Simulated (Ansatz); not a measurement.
Steps from a short run of molecular dynamics on a 2×2×1 supercell (16 atoms) of CuGaSe2 (ordering on zincblende), relaxed with r2SCAN; forces from PBE in Ansatz 0.2.0, 2×2×2 mesh, Fermi-Dirac smearing of 0.190 eV, Langevin thermostat and barostat (NPT), set at 2200 K. Spin polarisation is off, nuclei are classical, and the run is far too short for thermal averages. The structure comes from a prototype and may be hypothetical.

Q: At 9 fs the positions in Å are
```
cell (Å): 7.861 0.000 0.000; 0.000 7.861 0.000; 0.000 0.000 5.642
Cu   0.005  -0.005   0.041
Se   0.018   1.996   1.415
Ga   2.016   1.908   2.782
Se   1.897  -0.018   4.301
Cu  -0.016   3.920   0.008
Se   0.002   5.958   1.354
Ga   2.053   5.986   2.785
Se   1.946   3.880   4.229
Cu   3.950  -0.001   0.022
Se   3.963   2.040   1.404
Ga   5.846   1.910   2.868
Se   5.908   0.000   4.316
Cu   3.983   3.887  -0.038
Se   3.849   5.905   1.382
Ga   5.883   5.905   2.745
Se   5.936   3.916   4.222
```
What are the forces, and how far does the free energy (smearing included) lie above that of step 0, with the atoms on their sites?

A: 22.7 meV an atom; forces in eV/Å:
```
cell (Å), as above: 7.861 0.000 0.000; 0.000 7.861 0.000; 0.000 0.000 5.642
Cu  -0.173   0.443   0.009
Se  -0.342  -0.184  -0.284
Ga  -0.340   0.182   0.452
Se   0.646   0.259   0.097
Cu   0.160   0.148   0.008
Se   0.208  -0.600  -0.002
Ga  -1.358  -0.701   0.955
Se   0.224   0.493   0.172
Cu  -0.203   0.213  -0.045
Se  -0.023  -0.576  -0.631
Ga   0.591   0.153  -0.098
Se  -0.192  -0.382  -0.020
Cu  -0.222   0.316  -0.283
Se   1.178  -0.133  -1.131
Ga   0.025   0.060   0.467
Se  -0.180   0.309   0.334
```

Q: At 18 fs the positions in Å are
```
cell (Å): 7.873 0.000 0.000; 0.000 7.873 0.000; 0.000 0.000 5.650
Cu   0.010  -0.030   0.063
Se   0.043   2.022   1.429
Ga   2.068   1.860   2.761
Se   1.849  -0.047   4.359
Cu  -0.030   3.912   0.023
Se   0.012   6.024   1.364
Ga   2.097   6.109   2.735
Se   1.939   3.845   4.196
Cu   4.002   0.004   0.049
Se   3.984   2.118   1.449
Ga   5.831   1.861   2.924
Se   5.928   0.014   4.346
Cu   4.027   3.882  -0.067
Se   3.778   5.915   1.381
Ga   5.870   5.921   2.662
Se   5.972   3.901   4.194
```
What are the forces, and how far does the free energy (smearing included) lie above that of step 0, with the atoms on their sites?

A: 77.7 meV an atom; forces in eV/Å:
```
cell (Å), as above: 7.873 0.000 0.000; 0.000 7.873 0.000; 0.000 0.000 5.650
Cu  -0.429   0.991  -0.032
Se  -0.562  -0.436  -0.153
Ga  -0.865   0.239   0.925
Se   1.274   0.546  -0.300
Cu   0.291   0.299  -0.105
Se   0.205  -1.247   0.056
Ga  -2.631  -0.981   2.219
Se   0.319   0.793   0.241
Cu  -0.382   0.353  -0.029
Se   0.299  -0.899  -0.985
Ga   0.876   0.516  -0.474
Se  -0.292  -0.924  -0.015
Cu  -0.377   0.364  -0.531
Se   2.503  -0.275  -2.199
Ga  -0.003   0.000   0.966
Se  -0.228   0.662   0.416
```

Q: At 30 fs the positions in Å are
```
cell (Å): 7.899 0.000 0.000; 0.000 7.899 0.000; 0.000 0.000 5.669
Cu  -0.001  -0.048   0.082
Se   0.079   2.050   1.416
Ga   2.108   1.800   2.787
Se   1.800  -0.067   4.440
Cu  -0.041   3.916   0.019
Se   0.021   6.112   1.396
Ga   2.097   6.260   2.692
Se   1.914   3.789   4.150
Cu   4.052   0.022   0.067
Se   4.015   2.219   1.477
Ga   5.858   1.817   2.992
Se   5.939   0.022   4.400
Cu   4.002   3.892  -0.118
Se   3.756   5.957   1.356
Ga   5.865   5.987   2.621
Se   6.021   3.889   4.193
```
What are the forces, and how far does the free energy (smearing included) lie above that of step 0, with the atoms on their sites?

A: 132.3 meV an atom; forces in eV/Å:
```
cell (Å), as above: 7.899 0.000 0.000; 0.000 7.899 0.000; 0.000 0.000 5.669
Cu  -0.765   1.549  -0.116
Se  -0.658  -0.677   0.188
Ga  -0.956   0.290   0.665
Se   1.901   0.532  -0.762
Cu   0.391   0.390  -0.157
Se   0.074  -1.928   0.179
Ga  -2.678  -0.921   2.507
Se   0.407   1.181   0.572
Cu  -0.608   0.504   0.110
Se   0.461  -1.262  -0.656
Ga   0.794   1.077  -1.172
Se  -0.221  -1.347   0.002
Cu  -0.313   0.373  -0.766
Se   2.658  -0.498  -2.266
Ga  -0.007  -0.253   1.229
Se  -0.479   0.991   0.442
```

Q: At 33 fs the positions in Å are
```
cell (Å): 7.909 0.000 0.000; 0.000 7.909 0.000; 0.000 0.000 5.676
Cu  -0.003  -0.041   0.079
Se   0.093   2.050   1.419
Ga   2.118   1.792   2.797
Se   1.791  -0.067   4.459
Cu  -0.044   3.930   0.019
Se   0.030   6.130   1.400
Ga   2.090   6.295   2.692
Se   1.908   3.782   4.144
Cu   4.056   0.023   0.072
Se   4.030   2.242   1.481
Ga   5.869   1.811   3.009
Se   5.945   0.022   4.419
Cu   3.987   3.898  -0.138
Se   3.764   5.969   1.346
Ga   5.870   6.007   2.620
Se   6.038   3.888   4.200
```
What are the forces, and how far does the free energy (smearing included) lie above that of step 0, with the atoms on their sites?

A: 136.2 meV an atom; forces in eV/Å:
```
cell (Å), as above: 7.909 0.000 0.000; 0.000 7.909 0.000; 0.000 0.000 5.676
Cu  -0.861   1.537  -0.012
Se  -0.698  -0.621   0.178
Ga  -0.874   0.307   0.554
Se   2.058   0.524  -0.847
Cu   0.426   0.321  -0.105
Se  -0.022  -1.938   0.160
Ga  -2.306  -0.964   2.245
Se   0.412   1.245   0.638
Cu  -0.614   0.548   0.117
Se   0.424  -1.321  -0.547
Ga   0.766   1.152  -1.277
Se  -0.248  -1.376  -0.032
Cu  -0.267   0.351  -0.770
Se   2.340  -0.503  -1.962
Ga   0.023  -0.300   1.229
Se  -0.561   1.040   0.431
```

Q: At 36 fs the positions in Å are
```
cell (Å): 7.919 0.000 0.000; 0.000 7.919 0.000; 0.000 0.000 5.683
Cu  -0.005  -0.036   0.076
Se   0.106   2.049   1.421
Ga   2.125   1.787   2.803
Se   1.784  -0.069   4.481
Cu  -0.049   3.942   0.021
Se   0.040   6.142   1.399
Ga   2.076   6.331   2.696
Se   1.903   3.774   4.143
Cu   4.056   0.022   0.078
Se   4.042   2.261   1.482
Ga   5.879   1.806   3.022
Se   5.944   0.017   4.438
Cu   3.969   3.901  -0.161
Se   3.769   5.980   1.331
Ga   5.873   6.029   2.625
Se   6.057   3.890   4.209
```
What are the forces, and how far does the free energy (smearing included) lie above that of step 0, with the atoms on their sites?

A: 137.3 meV an atom; forces in eV/Å:
```
cell (Å), as above: 7.919 0.000 0.000; 0.000 7.919 0.000; 0.000 0.000 5.683
Cu  -0.976   1.512   0.089
Se  -0.754  -0.586   0.172
Ga  -0.794   0.301   0.495
Se   2.191   0.555  -0.951
Cu   0.474   0.268  -0.056
Se  -0.186  -1.923   0.164
Ga  -1.831  -1.033   1.913
Se   0.407   1.284   0.668
Cu  -0.622   0.600   0.123
Se   0.402  -1.352  -0.458
Ga   0.750   1.190  -1.307
Se  -0.228  -1.319  -0.095
Cu  -0.204   0.329  -0.750
Se   1.983  -0.509  -1.551
Ga   0.059  -0.354   1.159
Se  -0.671   1.036   0.385
```

Q: At 39 fs the positions in Å are
```
cell (Å): 7.927 0.000 0.000; 0.000 7.927 0.000; 0.000 0.000 5.689
Cu  -0.009  -0.034   0.069
Se   0.119   2.052   1.421
Ga   2.133   1.782   2.812
Se   1.783  -0.068   4.503
Cu  -0.059   3.951   0.020
Se   0.049   6.149   1.398
Ga   2.061   6.363   2.700
Se   1.897   3.760   4.140
Cu   4.056   0.022   0.086
Se   4.053   2.277   1.479
Ga   5.888   1.806   3.030
Se   5.941   0.006   4.453
Cu   3.947   3.901  -0.185
Se   3.773   5.993   1.311
Ga   5.871   6.052   2.634
Se   6.079   3.897   4.225
```
What are the forces, and how far does the free energy (smearing included) lie above that of step 0, with the atoms on their sites?

A: 137.8 meV an atom; forces in eV/Å:
```
cell (Å), as above: 7.927 0.000 0.000; 0.000 7.927 0.000; 0.000 0.000 5.689
Cu  -1.066   1.483   0.186
Se  -0.793  -0.605   0.184
Ga  -0.726   0.264   0.388
Se   2.276   0.551  -1.052
Cu   0.576   0.232   0.028
Se  -0.356  -1.875   0.172
Ga  -1.376  -1.081   1.608
Se   0.390   1.373   0.721
Cu  -0.615   0.687   0.105
Se   0.371  -1.372  -0.369
Ga   0.761   1.195  -1.247
Se  -0.206  -1.156  -0.195
Cu  -0.124   0.318  -0.718
Se   1.648  -0.555  -1.111
Ga   0.102  -0.426   1.055
Se  -0.863   0.968   0.245
```
